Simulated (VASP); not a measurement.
## Au: single point with PBEsol

Crystal: Au.

```
Au
1.0
    -1.65727    1.65727    1.65727
     1.65727   -1.65727    1.65727
     1.65727    1.65727   -1.65727
Au
1
Direct
  0.00000 0.00000 0.00000
```

This isn't the form of Au at room conditions, which is fcc.

| Property | Result |
| --- | --- |
| Program | VASP 6.6.1 |
| Task | single point |
| Functional | PBEsol |
| Potentials or basis | VASP PAW PBE potentials, release 64 (Au) |
| Cutoff | 520 eV |
| k mesh | 11 × 11 × 11 |
| Occupations | fermi-dirac, width 0.05 eV |
| Spin | no spin polarisation |
| Ladder | free |
| Further INCAR settings | ALGO = Normal; EDIFF = 1e-07; NBANDS = 12 |

| Quantity | Value |
| --- | --- |
| Pressure | -9.1 GPa |
| Band gap on the k mesh | none (metal or under the smearing width) |

Levels at points of the mesh, in eV from the Fermi level:
| k point | band 1 | band 2 | band 3 | band 4 | band 5 | band 6 | band 7 | band 8 | band 9 | band 10 |
| --- | --- | --- | --- | --- | --- | --- | --- | --- | --- | --- |
| (0.00, 0.00, 0.00) | -9.10 | -4.36 | -4.36 | -4.36 | -2.61 | -2.61 | 16.60 | 16.60 | 16.60 | 23.26 |

Wall time 19 s on 1 thread of AMD EPYC 7R43 64-Core Processor (Zen 3), on a shared host, peak memory 0.11 GiB.

Caveat: the PAW data sets were made with another functional, which shifts forces and pressure a little. Spin-orbit coupling is left out, which matters for the levels of Au.
